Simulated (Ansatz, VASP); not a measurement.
# Cross-check of SiC (Moissanite 3C) between VASP and Ansatz, part 2 of 2

Wanted: the spread between two codes on one cell, functional and k mesh. The structure shown is the end of the Ansatz relaxation below.

VASP 6.6.1 and Ansatz 0.2.0.

So far. Step 3 (VASP: single point, LDA, pair 1): The run ends at a pressure of -0.88 GPa.

### Step 6. VASP: single point, LDA, pair 2 (continued)

Level of this step: LDA; plane waves and PAW (C, Si) (VASP).

Numbers of over 12 decimals in the logs are rounded to 6 here.

Parts of OUTCAR (step 6):

```text
  Total        0.0301105      0.0301105     -0.8381693      0.0000000      0.0000000      0.0000000
  in kB        2.3551574      2.3551574    -65.5592149      0.0000000      0.0000000      0.0000000
  external PRESSURE =     -20.2829667 kB  Pullay stress =       0.0000000 kB

 POSITION                                       TOTAL-FORCE (eV/Angst)
 -----------------------------------------------------------------------------------
      3.23071      3.23071      3.31174        -0.000000     -0.000000      0.000000
      0.00000      0.00000      0.00000         0.000000      0.000000     -0.000000
 -----------------------------------------------------------------------------------
    total drift:                               -0.000001     -0.000001      0.000005

  FREE ENERGIE OF THE ION-ELECTRON SYSTEM (eV)
  ---------------------------------------------------
  free  energy   TOTEN  =       -16.6368393228 eV

  energy  without entropy=      -16.6368393228  energy(sigma->0) =      -16.63683932

[... 1 part as in an earlier step ...]

[... 2 further parts left out ...]
[key lines of the parts left out:]
E-fermi :   8.8193
```

The run ends at a pressure of -2.03 GPa.

### Step 7. Comparison

The two programs side by side:

```csv
quantity,Ansatz,VASP,difference
pressure (GPa),-2.27,-2.03,-0.24
gap on the k mesh (eV),1.177,1.164,+0.012
```

A gap on the mesh is an upper bound, since the band edges may lie between its points.

### Step 8. Ansatz: relaxation, LDA

This run makes the geometry at which the two programs are then compared. The cell compared in this pair holds 20.59 Å³, against 20.48 Å³ for the pair before.

The structure compared here is the end of the Ansatz relaxation.

input.yaml

```yaml
crystal:
  lattice:
    - [0.0, 2.1538080618, 2.2294701531]
    - [2.1538080618, 0.0, 2.2294701531]
    - [2.1538080618, 2.1538080618, 0.0]
  atoms:
    - { symbol: C, position: [0.75, 0.75, 0.75] }
    - { symbol: Si, position: [0.0, 0.0, 0.0] }
  conventional_axes: [[-1, 1, 1], [1, -1, 1], [1, 1, -1]]
kpoints:
  mp_grid: { grid: [12, 12, 12] }
hamiltonian:
  xc: lda
  pseudopotentials: { kind: paw, azcp: { folder: soft_1 }, xc_functional: pbe }
scf:
  occupations: { method: gaussian, width: 0.02 }
output:
  forces: true
  stress: true
  eigenvalues: true
relax:
  adjacent_minimum: "off"
  f_tol: 0.001
  max_steps: 60
  cell: { stress_tol: 0.01, fix: [c, angles] }
```

Launch:

```console
$ ansatz run input.yaml --threads 4 --pin off --max-ram 10240MiB --backend cpu --events-out ev --progress --plain --runs-dir out
```

The program printed:

```text
[...]
Crystal: 2 atoms, lattice volume = 20.685 Å³
Basis set: ecut = 420 eV, 403 PW (Γ)
Bands: 8, of which v1, the nominal top of the filled ones, is band 4 counted from 1 (3 counted from 0)
Symmetry: 8 space group operations
[...]
k-points: 163 of 1728 (time reversal used)
[...]
P = ⅓ Tr σ = -3.4506 GPa (-34.506 kbar)
--- Band table (eV; the first three rows and the last of 163) ---
[...]
--- Relaxed structure (3 steps of the walk, 3 accepted, 1 SCFs on fresh bases) ---
[...]
cell:  # Å, volume = 20.5896 Å³
    - [0, 2.148862, 2.2294701531]
    - [2.148862, 0, 2.2294701531]
    - [2.148862, 2.148862, 0]
  atoms:
    - { symbol: C, position: [0.75, 0.75, 0.75] }
    - { symbol: Si, position: [0, 0, 0] }
[key lines of the parts left out:]
SCF converged after 5 iterations
Free energy (F): -852.185961 eV
Fermi energy:    9.960943 eV
```

### Step 9. VASP: single point, LDA, pair 3

The same cell, functional (in two slightly different forms), mesh and smearing now go to VASP, with its own data sets.

INCAR

```
SYSTEM = SiC
PREC = Accurate
ENCUT = 600
EDIFF = 1E-06
NELM = 120
ISMEAR = 0
SIGMA = 0.02
LREAL = .FALSE.
ALGO = Normal
GGA = CA
NBANDS = 10
LORBIT = 11
LWAVE = .FALSE.
LCHARG = .FALSE.
ISIF = 2
LASPH = .TRUE.
GGA_COMPAT = .FALSE.
EFERMI = MIDGAP
```

POSCAR

```
SiC
1.0
    0.0000000000      2.1488620999      2.2294701531
    2.1488620999      0.0000000000      2.2294701531
    2.1488620999      2.1488620999      0.0000000000
C Si
1 1
Direct
    0.7500000000      0.7500000000      0.7500000000
    0.0000000000      0.0000000000      0.0000000000
```

KPOINTS

```
Automatic mesh
0
Gamma
12 12 12
0 0 0
```

Potentials, in the order of the species: C and Si (LDA family, release 64).

Launch:

```console
$ mpirun -np 1 vasp_std
```

The program printed:

```text
[... set-up lines as in an earlier step ...]
 entering main loop
       N       E                     dE             d eps       ncg     rms          rms(c)
DAV:   1     0.377983371217E+01    0.37798E+01   -0.43861E+03  3340   0.766E+02
DAV:   2    -0.179769017979E+02   -0.21757E+02   -0.20744E+02  4242   0.118E+02
DAV:   3    -0.186700809185E+02   -0.69318E+00   -0.69177E+00  3820   0.187E+01
DAV:   4    -0.186732908667E+02   -0.32099E-02   -0.32096E-02  3826   0.159E+00
[...]
DAV:   9    -0.166264130942E+02    0.37091E-03   -0.18241E-03  4036   0.248E-01    0.945E-02
DAV:  10    -0.166264283233E+02   -0.15229E-04   -0.11541E-04  3468   0.718E-02    0.315E-02
DAV:  11    -0.166264286913E+02   -0.36803E-06   -0.34968E-06  3770   0.125E-02
   1 F= -.16626429E+02 E0= -.16626429E+02  d E =0.000000E+00
```

Parts of OUTCAR (step 9):

```text
  Total        0.0303485      0.0303485     -1.2976703      0.0000000      0.0000000      0.0000000
  in kB        2.3615574      2.3615574   -100.9778717      0.0000000      0.0000000      0.0000000
  external PRESSURE =     -32.0849190 kB  Pullay stress =       0.0000000 kB

 POSITION                                       TOTAL-FORCE (eV/Angst)
 -----------------------------------------------------------------------------------
      3.22329      3.22329      3.34421         0.000000      0.000000      0.000000
      0.00000      0.00000      0.00000        -0.000000     -0.000000     -0.000000
 -----------------------------------------------------------------------------------
    total drift:                               -0.000001     -0.000001      0.000005

  FREE ENERGIE OF THE ION-ELECTRON SYSTEM (eV)
  ---------------------------------------------------
  free  energy   TOTEN  =       -16.6264286913 eV

  energy  without entropy=      -16.6264286913  energy(sigma->0) =      -16.62642869

[... 1 part as in an earlier step ...]

[... 2 further parts left out ...]
[key lines of the parts left out:]
E-fermi :   8.7637
```

The run ends at a pressure of -3.21 GPa.

### Step 10. Comparison

Compared:

```csv
quantity,Ansatz,VASP,difference
pressure (GPa),-3.45,-3.21,-0.24
gap on the k mesh (eV),1.117,1.105,+0.012
```

A gap on the mesh is an upper bound, since the band edges may lie between its points.

### Step 11. Summary of results

```
difference in gap on the k mesh (single point, LDA, pair 1) : 0.013 eV
difference in gap on the k mesh (single point, LDA, pair 2) : 0.012 eV
difference in gap on the k mesh (single point, LDA, pair 3) : 0.012 eV
```

In words: The difference in gap on the k mesh is 0.013 eV (single point, LDA, pair 1), within the 0.08 eV picked in this series as the mark of a large difference. 5 further runs of this series are not shown here. How closely two codes agree says nothing of how well the functional describes the real material.

[Lines on the potential files, build, host, timing and source positions are cut from VASP's logs without a mark.]

[Logs are printed without paths, hosts, clocks, repeated set-up lines and the standing remarks that a program may print on its own settings, such as how far it seeks lower states.]

[Hosts, paths, dates, database ids (printed as entryN), source tags and the programs' standing remarks are cut or masked in the printed files.]
